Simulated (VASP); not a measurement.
# SiC (Moissanite 3C) (F-43m) in VASP: settings compared, part 2 of 2

VASP 6.6.1. The steps go on from the part before.

## (3) Relaxation of cell and atoms, PBE

Input file INCAR:

```
SYSTEM = SiC
PREC = Accurate ; ENCUT = 600
EDIFF = 1E-6 ; ISMEAR = -1
SIGMA = 0.05 ; LREAL = .FALSE.
LASPH = .TRUE. ; NELM = 60
ALGO = Normal ; ISIF = 3
LWAVE = .FALSE. ; LCHARG = .FALSE.
GGA = PE ; IBRION = 2
NSW = 60 ; EDIFFG = -0.01
```

Input file KPOINTS:

```
regular mesh
0
G
  10 10 10
  0 0 0
```

Input file POSCAR:

```
SiC
1.0
    0.0000000000      2.1790000000      2.1790000000
    2.1790000000      0.0000000000      2.1790000000
    2.1790000000      2.1790000000      0.0000000000
Si C
1 1
Direct
    0.0000000000      0.0000000000      0.0000000000
    0.7500000000      0.7500000000      0.7500000000
```

Potentials or basis: VASP PAW PBE potentials, release 64 (Si, C).

On the command line:

```bash
cat potpaw_PBE.64/Si/POTCAR potpaw_PBE.64/C/POTCAR > POTCAR
mpirun -np 1 vasp_std > vasp.out
```

OUTCAR:

```text
SYSTEM = SiC
   PREC = Accurate
   ENCUT = 600
   EDIFF = 1E-6
   ISMEAR = -1
   LREAL = .FALSE.
   LASPH = .TRUE.
   NELM = 60
   ISIF = 3
   GGA = PE
   IBRION = 2
   NSW = 60
   EDIFFG = -0.01

 ion  position               nearest neighbor table
   1  0.000  0.000  0.000-   2 1.89   2 1.89   2 1.89   2 1.89
   2  0.750  0.750  0.750-   1 1.89   1 1.89   1 1.89   1 1.89

  LATTYP: Found a face centered cubic cell.
 ALAT       =     4.3580000000

  Lattice vectors:

 A1 = (   0.0000000000,   2.1790000000,   2.1790000000)
 A2 = (   2.1790000000,   0.0000000000,   2.1790000000)
 A3 = (   2.1790000000,   2.1790000000,   0.0000000000)

Analysis of symmetry for initial positions (statically):
=====================================================================
 Subroutine PRICEL returns:
 Original cell was already a primitive cell.

 Routine SETGRP: Setting up the symmetry group for a
 face centered cubic supercell.

 Subroutine GETGRP returns: Found 24 space group operations
 (whereof 24 operations were pure point group operations)
 out of a pool of 48 trial point group operations.

The static configuration has the point symmetry T_d .

Analysis of symmetry for dynamics (positions and initial velocities):
=====================================================================
 Subroutine PRICEL returns:
 Original cell was already a primitive cell.

 Routine SETGRP: Setting up the symmetry group for a
 face centered cubic supercell.

 Subroutine GETGRP returns: Found 24 space group operations
 (whereof 24 operations were pure point group operations)
 out of a pool of 48 trial point group operations.

The dynamic configuration has the point symmetry T_d .

 Subroutine INISYM returns: Found 24 space group operations
 (whereof 24 operations are pure point group operations),
 and found     1 'primitive' translations

----------------------------------------------------------------------------------------

                                     Primitive cell

  volume of cell :      20.6920

  direct lattice vectors                    reciprocal lattice vectors
     0.000000000  2.179000000  2.179000000    -0.229463056  0.229463056  0.229463056
     2.179000000  0.000000000  2.179000000     0.229463056 -0.229463056  0.229463056
     2.179000000  2.179000000  0.000000000     0.229463056  0.229463056 -0.229463056

  length of vectors
     3.081571352  3.081571352  3.081571352     0.397441672  0.397441672  0.397441672

  position of ions in fractional coordinates (direct lattice)
     0.000000000  0.000000000  0.000000000
     0.750000000  0.750000000  0.750000000

  ion indices of the primitive-cell ions
   primitive index   ion index
                 1           1
                 2           2

----------------------------------------------------------------------------------------

 KPOINTS: regular mesh

Automatic generation of k-mesh.
 Grid dimensions read from file:
 generate k-points for:   10   10   10

 Generating k-lattice:

  Cartesian coordinates                     Fractional coordinates (reciprocal lattice)
    -0.022946306  0.022946306  0.022946306     0.100000000  0.000000000  0.000000000
     0.022946306 -0.022946306  0.022946306     0.000000000  0.100000000  0.000000000
     0.022946306  0.022946306 -0.022946306     0.000000000  0.000000000  0.100000000

[... 48 lines left out ...]
   ISTART =      0    job   : 0-new  1-cont  2-samecut
   ICHARG =      2    charge: 1-file 2-atom 10-const
   ISPIN  =      1    spin polarized calculation?
   LNONCOLLINEAR =      F non collinear calculations
   LSORBIT =      F    spin-orbit coupling
   LASPH  =      T    aspherical Exc in radial PAW
   ENCUT  =  600.0 eV  44.10 Ry    6.64 a.u.   6.15  6.15  6.15*2*pi/ulx,y,z
   NELM   =     60;   NELMIN=  2; NELMDL= -5     # of ELM steps
   EDIFF  = 0.1E-05   stopping-criterion for ELM
   LREAL  =      F    real-space projection
   EDIFFG = -.1E-01   stopping-criterion for IOM
   NSW    =     60    number of steps for IOM
   IBRION =      2    ionic relax: 0-MD 1-quasi-New 2-CG
   NFREE  =      1    steps in history (QN), initial steepest desc. (CG)
   ISIF   =      3    stress and relaxation
   ISYM   =      2    0-nonsym 1-usesym 2-fastsym
   POTIM  = 0.5000    time-step for ionic-motion
   TEBEG  =    0.0;   TEEND  =   0.0 temperature during run
   PSTRESS=    0.0 pullay stress
   NELECT =       8.0000    total number of electrons
   NUPDOWN=      -1.0000    fix difference up-down
   EMIN   =  10.00;   EMAX   =-10.00  energy-range for DOS
   EFERMI =   0.00;   METHOD = LEGACY
   ISMEAR =    -1;   SIGMA  =   0.05  broadening in eV -4-tet -1-fermi 0-gaus
   EFERMI_NEDOS =   21; number of points for ismear=-14 and -15
   IALGO  =     38    algorithm
   IMIX   =      4    mixing-type and parameters
     AMIX     =   0.40;   BMIX     =  1.00
     AMIX_MAG =   1.60;   BMIX_MAG =  1.00
  volume/ion in A,a.u.               =      10.35        69.82
  Fermi-wavevector in a.u.,A,eV,Ry     =   1.192626  2.253736 19.352338  1.422357
  Thomas-Fermi vector in A             =   2.328660
   LORBIT       =      0    0 simple, 1 ext, 2 COOP (PROOUT), +10 PAW based schemes
   GGA     = PE    functional components
   LHFCALC =     F    Hartree Fock is set to
   AEXX    =    0.0000 exact exchange contribution
   IVDW    =     0    specifies the selected vdW correction
   LEPSILON=     F    determine dielectric tensor
   LRPA    =     F    only Hartree local field effects (RPA)
 conjugate gradient relaxation of ions
 non-spin polarized calculation
  energy-cutoff  :      600.00
  volume of cell :       20.69
 maximum number of plane-waves:       701
 NGX is ok and might be reduce to    28
   NGX = 13   NGY = 13   NGZ = 13

--------------------------------------- Ionic step        1  -------------------------------------------

 number of electron       8.0000000 magnetization

 Free energy of the ion-electron system (eV)
  ---------------------------------------------------
  ext. energy  EPLUGINS =         0.00000000
  ---------------------------------------------------
  free energy    TOTEN  =       -15.05911966 eV

  energy without entropy =      -15.05911964  energy(sigma->0) =      -15.05911965

------------------------ aborting loop because EDIFF is reached ----------------------------------------

  FORCE on cell =-STRESS in cart. coord.  units (eV):
  Direction    XX          YY          ZZ          XY          YZ          ZX
  --------------------------------------------------------------------------------------
  -------------------------------------------------------------------------------------
  Total        0.3979636      0.3979636      0.3979636     -0.0000000      0.0000000      0.0000000
  in kB       30.8142934     30.8142934     30.8142934     -0.0000000      0.0000000      0.0000000
  external PRESSURE =      30.8142934 kB  Pullay stress =       0.0000000 kB
[... 59 lines left out ...]
--------------------------------------- Ionic step        3  -------------------------------------------

 number of electron       8.0000000 magnetization

 Free energy of the ion-electron system (eV)
  ---------------------------------------------------
  ext. energy  EPLUGINS =         0.00000000
  ---------------------------------------------------
  free energy    TOTEN  =       -15.06188963 eV

  energy without entropy =      -15.06188962  energy(sigma->0) =      -15.06188963

 E-fermi :   8.6533     XC(G=0): -11.2947

 val. band max:        7.9490664877   @ k =   0.0000   0.0000   0.0000
 cond. band min:       9.3195818985   @ k =   0.5000   0.5000   0.0000
 fundamental gap:      1.3705154109
 Fermi energy:         8.6532876860

 k-point     1 :       0.0000    0.0000    0.0000
  band No.  band energies     occupation
      1      -7.3440      2.00000
      2       7.9491      2.00000
      3       7.9491      2.00000
      4       7.9491      2.00000
      5      14.0180      0.00000
      6      15.1601      0.00000
      7      15.1601      0.00000
      8      15.1601      0.00000
[... 243 lines left out ...]
 k-point    24 :       0.4000    0.3000    0.0000
  band No.  band energies     occupation
      1      -4.2402      2.00000
      2       2.3849      2.00000
      3       4.8262      2.00000
      4       5.3467      2.00000
      5      10.8088      0.00000
      6      13.5160      0.00000
      7      19.4206      0.00000
      8      19.7483      0.00000

 [... further k-points ...]

------------------------ aborting loop because EDIFF is reached ----------------------------------------

  FORCE on cell =-STRESS in cart. coord.  units (eV):
  Direction    XX          YY          ZZ          XY          YZ          ZX
  --------------------------------------------------------------------------------------
  -------------------------------------------------------------------------------------
  Total        0.0009371      0.0009371      0.0009371      0.0000000      0.0000000     -0.0000000
  in kB        0.0715459      0.0715459      0.0715459      0.0000000      0.0000000     -0.0000000
  external PRESSURE =       0.0715459 kB  Pullay stress =       0.0000000 kB
[... 17 lines left out ...]
  FREE ENERGIE OF THE ION-ELECTRON SYSTEM (eV)
  ---------------------------------------------------
  free  energy   TOTEN  =       -15.0618896329 eV

  energy  without entropy=      -15.0618896179  energy(sigma->0) =      -15.06188963

 reached required accuracy - stopping structural energy minimisation
```

OSZICAR:

```text
N       E                     dE             d eps       ncg     rms          rms(c)
DAV:   1     0.671175182849E+01    0.67118E+01   -0.44030E+03   768   0.950E+02
DAV:   2    -0.164937845271E+02   -0.23206E+02   -0.22187E+02  1072   0.115E+02
DAV:   3    -0.169119879030E+02   -0.41820E+00   -0.41820E+00   880   0.191E+01
DAV:   4    -0.169133592226E+02   -0.13713E-02   -0.13713E-02  1128   0.117E+00
[... 19 lines left out ...]
DAV:   1    -0.150631326845E+02   -0.41749E-02   -0.59031E-02   800   0.213E+00    0.267E-01
DAV:   2    -0.150621306726E+02    0.10020E-02   -0.26093E-03   936   0.336E-01    0.131E-01
DAV:   3    -0.150619236382E+02    0.20703E-03   -0.33494E-04   944   0.130E-01    0.346E-02
DAV:   4    -0.150618893864E+02    0.34252E-04   -0.52191E-05   848   0.441E-02    0.163E-02
DAV:   5    -0.150618896329E+02   -0.24643E-06   -0.14464E-06   800   0.982E-03
   3 F= -.15061890E+02 E0= -.15061890E+02  d E =-.276998E-02
```

It took 11 s on 1 thread of Intel Xeon 6975P-C (Granite Rapids), shared host; peak memory 0.15 GiB.

What came out:

- Free energy: -15.0619 eV
- Relaxed volume: 10.49 Å³/atom
- Relaxed cell: a = 3.096 Å, b = 3.096 Å, c = 3.096 Å, α = 60.00°, β = 60.00°, γ = 60.00°
- Space group after relaxing (to 0.05 Å): F-43m (No. 216)
- Energy gained by relaxing: 1.4 meV/atom
- Ionic steps: 3
- Pressure after relaxing: 0.0 GPa
- Band gap on the k mesh: 1.37 eV, indirect (least direct gap 4.53 eV)

Step by step:
```tsv
step	energy change (eV)	largest force (eV/Å)	pressure (GPa)	volume (Å³)
1	0.0000	0.0000	3.08	20.69
2	0.0002	0.0000	-3.00	21.29
3	-0.0028	0.0000	0.01	20.99
```

Final structure:
```
Si C
1.0
     0.00000    2.18924    2.18924
     2.18924    0.00000    2.18924
     2.18924    2.18924    0.00000
Si C
1 1
Direct
  0.00000 0.00000 0.00000
  0.75000 0.75000 0.75000
```

A k mesh can miss the band edges. Zero-point motion and thermal expansion aren't in these numbers.

## (4) Relaxation of cell and atoms, PBEsol

Edit INCAR of step 3 so:

```diff
@@ -7,3 +7,3 @@
 LWAVE = .FALSE. ; LCHARG = .FALSE.
-GGA = PE ; IBRION = 2
+GGA = PS ; IBRION = 2
 NSW = 60 ; EDIFFG = -0.01
```

KPOINTS is that of step 3.

POSCAR is that of step 3.

On the command line:

```bash
cat potpaw_PBE.64/Si/POTCAR potpaw_PBE.64/C/POTCAR > POTCAR
mpirun -np 1 vasp_std > vasp.out
```

Run time: 6 s. Hardware: 1 thread of Intel Xeon 6975P-C (Granite Rapids), shared host; peak memory 0.15 GiB.

It converged, with:

```
Free energy             : -15.9161 eV
Pressure after relaxing : 0.0 GPa
Band gap on the k mesh  : 1.23 eV, indirect (least direct gap 4.44 eV)
```

Final structure:
```
Si C
1.0
     0.00000    2.17900    2.17900
     2.17900    0.00000    2.17900
     2.17900    2.17900    0.00000
Si C
1 1
Direct
  0.00000 0.00000 0.00000
  0.75000 0.75000 0.75000
```

Levels at points of the mesh, in eV from the valence-band top:
```csv
k point,band 1,band 2,band 3,band 4,band 5,band 6,band 7,band 8
"(0.00, 0.00, 0.00)",-15.42,0.00,0.00,0.00,6.19,7.24,7.24,7.24
"(0.50, 0.00, 0.00)",-11.82,-8.60,-1.06,-1.06,5.37,7.14,7.14,9.92
"(0.50, 0.50, 0.00)",-10.36,-7.83,-3.21,-3.21,1.23,4.20,13.95,13.95
```

Caveat: the relaxation stopped at its first step, so nothing moved; the PAW data sets were made with another functional, which shifts forces and pressure a little. PBEsol gaps usually lie below the measured ones, often by a third to a half.

## (5) Relaxation of cell and atoms, RPBE

Edit INCAR of step 4 so:

```diff
@@ -7,3 +7,3 @@
 LWAVE = .FALSE. ; LCHARG = .FALSE.
-GGA = PS ; IBRION = 2
+GGA = RP ; IBRION = 2
 NSW = 60 ; EDIFFG = -0.01
```

KPOINTS is that of step 4.

POSCAR is that of step 4.

On the command line:

```bash
cat potpaw_PBE.64/Si/POTCAR potpaw_PBE.64/C/POTCAR > POTCAR
mpirun -np 1 vasp_std > vasp.out
```

Run time: 11 s. Hardware: 1 thread of Intel Xeon 6975P-C (Granite Rapids), shared host; peak memory 0.15 GiB.

Results (log left out):

```yaml
Free_energy: -14.3259 eV
Relaxed_volume: 10.63 Å³/atom
Relaxed_cell: a = 3.110 Å, b = 3.110 Å, c = 3.110 Å, α = 60.00°, β = 60.00°, γ = 60.00°
Space_group_after_relaxing_to_0.05_Å: F-43m (No. 216)
Energy_gained_by_relaxing: 5.1 meV/atom
Ionic_steps: 3
Pressure_after_relaxing: 0.0 GPa
Band_gap_on_the_k_mesh: 1.39 eV, indirect (least direct gap 4.51 eV)
```

Step by step:
```tsv
step	energy change (eV)	largest force (eV/Å)	pressure (GPa)	volume (Å³)
1	0.0000	0.0000	5.87	20.69
2	-0.0001	0.0000	-5.31	21.85
3	-0.0101	0.0000	0.00	21.26
```

Final structure:
```cif
data_structure
_symmetry_space_group_name_H-M 'P 1'
_symmetry_Int_Tables_number 1
_cell_length_a 3.1095
_cell_length_b 3.1095
_cell_length_c 3.1095
_cell_angle_alpha 60.000
_cell_angle_beta 60.000
_cell_angle_gamma 60.000
_cell_volume 21.26
loop_
_atom_site_label
_atom_site_type_symbol
_atom_site_fract_x
_atom_site_fract_y
_atom_site_fract_z
_atom_site_occupancy
Si1 Si 0.00000 0.00000 0.00000 1
C1 C 0.75000 0.75000 0.75000 1
```

Levels at points of the mesh, in eV from the valence-band top:
```csv
k point,band 1,band 2,band 3,band 4,band 5,band 6,band 7,band 8
"(0.00, 0.00, 0.00)",-15.21,0.00,0.00,0.00,5.93,7.17,7.17,7.17
"(0.50, 0.00, 0.00)",-11.76,-8.37,-1.04,-1.04,5.23,7.14,7.14,9.97
"(0.50, 0.50, 0.00)",-10.36,-7.68,-3.12,-3.12,1.39,4.29,13.79,13.79
```

Caveat: the PAW data sets were made with another functional, which shifts forces and pressure a little. RPBE and its kin give volumes clearly too large for solids.

## (6) The reference run

An earlier run on the cell as given: functional PBE; potentials or basis VASP PAW PBE potentials, release 64 (Si, C); cutoff 520 eV; k mesh 10 × 10 × 10; occupations fermi-dirac, width 0.05 eV; no spin polarisation.

- Pressure: 3.2 GPa
- Band gap on the k mesh: 1.36 eV, indirect (least direct gap 4.54 eV)

## (7) Summary

| task | level | potentials or basis | cell | cutoff (eV) | gap on the mesh (eV) | pressure (GPa) | relaxed volume (Å³/atom) |
| --- | --- | --- | --- | --- | --- | --- | --- |
| relaxation of cell and atoms | LDA | VASP PAW LDA potentials, release 64 (Si, C) | relaxed | 600 | 1.29 | 0.0 | 10.15 |
| relaxation of cell and atoms | PBE | VASP PAW PBE potentials, release 64 (Si, C) | relaxed | 600 | 1.37 | 0.0 | 10.49 |
| relaxation of cell and atoms | PBEsol | VASP PAW PBE potentials, release 64 (Si, C) | relaxed | 600 | 1.23 | 0.0 | - |
| relaxation of cell and atoms | RPBE | VASP PAW PBE potentials, release 64 (Si, C) | relaxed | 600 | 1.39 | 0.0 | 10.63 |
| single point | PBE | VASP PAW PBE potentials, release 64 (Si, C) | as given | 520 | 1.36 | 3.2 | - |

Alike in all rows: no spin polarisation; k mesh 10 × 10 × 10; smearing fermi-dirac 0.05 eV.

Caveats: the PAW data sets were made with another functional, which shifts forces and pressure a little (some runs); the relaxation stopped at its first step, so nothing moved (some runs).

Total energies depend on the potentials used, so only differences within one code and one set of settings carry meaning.
